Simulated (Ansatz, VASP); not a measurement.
## Si (a cell with a defect) in VASP and in Ansatz

```
Si
1.0
     0.00000    5.43000    5.43000
     5.43000    0.00000    5.43000
     5.43000    5.43000    0.00000
Si
17
Cartesian
  -0.0057 0.0082 0.0007
  1.3573 1.3276 1.3608
  2.7372 2.6944 -0.0200
  4.1044 4.0744 1.3608
  2.7191 0.0056 2.7221
  4.0729 1.3584 4.0745
  5.4257 2.7128 2.7232
  6.7875 4.0741 4.0424
  -0.0223 2.6938 2.7437
  1.3579 4.0735 4.1132
  2.7369 5.4540 2.7431
  4.0715 6.7892 4.0763
  2.7229 2.7103 5.4297
  4.0416 4.0734 6.7904
  5.4076 5.4548 5.4091
  6.7881 6.8219 6.7903
  6.7871 4.0750 6.7928
```

Alike in both runs: functional PBE; k mesh 2 × 2 × 2; occupations gaussian, width 0.02 eV; no spin polarisation.

Ansatz relaxed the structure, and its values are those at the end. VASP's run is a single point on that final structure, the one shown.

|  | VASP | Ansatz |
| --- | --- | --- |
| version | VASP 6.6.1 | Ansatz 0.2.0 |
| potentials or method | VASP PAW PBE potentials, release 64 (Si) | scalar-relativistic, plane waves, PAW |
| plane-wave cutoff (eV) | 520 | 420 |
| valence electrons in the cell | 68 | 68 |

```csv
,VASP,Ansatz,Ansatz less VASP
rms of the force components (eV/Å),0.007,0.007,-0.0002
```

Caveats: the k mesh is coarse (spacing up to 0.50 Å⁻¹), so the values aren't converged.
